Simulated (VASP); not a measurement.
**TaN: relaxation of cell and atoms with LDA**

Crystal: TaN.

```
Ta N
1.0
     2.92177    0.00000    0.00000
    -1.46088    2.53033    0.00000
     0.00000    0.00000    5.91652
Ta N
2 2
Direct
  0.00000 0.00000 0.50000
  0.00000 0.00000 0.00000
  0.33333 0.66667 0.25000
  0.66667 0.33333 0.75000
```

The cell comes from a database or a generator and needn't be the stable form of this composition.

```
Program                : VASP 6.6.1
Task                   : relaxation of cell and atoms
Functional             : LDA
Potentials or basis    : VASP PAW LDA potentials, release 64 (Ta_pv, N)
Cutoff                 : 600 eV
k mesh                 : 7 × 7 × 4
Occupations            : fermi-dirac, width 0.05 eV
Spin                   : no spin polarisation
Target pressure        : 30 GPa
Further INCAR settings : ALGO = Normal; EDIFF = 1e-06; IBRION = 2; EDIFFG = -0.02; NSW = 40; ISIF = 3
Target pressure        : 30 GPa
```

* Relaxed volume: 9.74 Å³/atom
* Relaxed cell: a = 2.802 Å, b = 2.802 Å, c = 5.730 Å, α = 90.00°, β = 90.00°, γ = 120.00°
* Space group after relaxing (to 0.05 Å): P6_3/mmc (No. 194)
* Energy change on relaxing (the enthalpy is what falls): +37.6 meV/atom
* Ionic steps: 7
* Pressure after relaxing: 30.0 GPa
* Band gap on the k mesh: none (metal or under the smearing width)

The path:
```
step  energy change (eV)  largest force (eV/Å)  pressure (GPa)  volume (Å³)
   1              0.0000                0.0000          -15.36        43.74
   2             13.1813                0.0000          420.02        26.92
   3              0.0371                0.0000           21.50        39.70
   4              0.1046                0.0000           26.89        39.25
   5              0.1488                0.0000           30.01        39.00
   6              0.1631                0.0000           30.10        38.92
   7              0.1505                0.0000           30.02        38.96
```

Final structure:
```cif
data_structure
_symmetry_space_group_name_H-M 'P 1'
_symmetry_Int_Tables_number 1
_cell_length_a 2.8018
_cell_length_b 2.8018
_cell_length_c 5.7304
_cell_angle_alpha 90.000
_cell_angle_beta 90.000
_cell_angle_gamma 120.000
_cell_volume 38.96
loop_
_atom_site_label
_atom_site_type_symbol
_atom_site_fract_x
_atom_site_fract_y
_atom_site_fract_z
_atom_site_occupancy
Ta1 Ta 0.00000 0.00000 0.50000 1
Ta2 Ta 0.00000 0.00000 0.00000 1
N1 N 0.33333 0.66667 0.25000 1
N2 N 0.66667 0.33333 0.75000 1
```

Levels at points of the mesh, in eV from the Fermi level:
| k point | band 12 | band 13 | band 14 | band 15 | band 16 | band 17 | band 18 | band 19 | band 20 |
| --- | --- | --- | --- | --- | --- | --- | --- | --- | --- |
| (0.00, 0.00, 0.00) | -4.73 | -3.51 | -1.90 | -1.90 | -0.21 | -0.21 | 0.75 | 0.75 | 2.66 |
| (0.00, 0.00, 0.50) | -4.05 | -4.05 | -4.05 | -0.70 | -0.70 | 1.24 | 1.24 | 1.24 | 1.24 |

It took 63 s on 1 thread of Intel(R) Xeon(R) Platinum 8488C (Sapphire Rapids) (shared host), peak memory 0.17 GiB.

Caveat: the cell is relaxed towards a set pressure, so the enthalpy falls and the energy may rise. Spin-orbit coupling is left out, which matters for the levels of Ta.
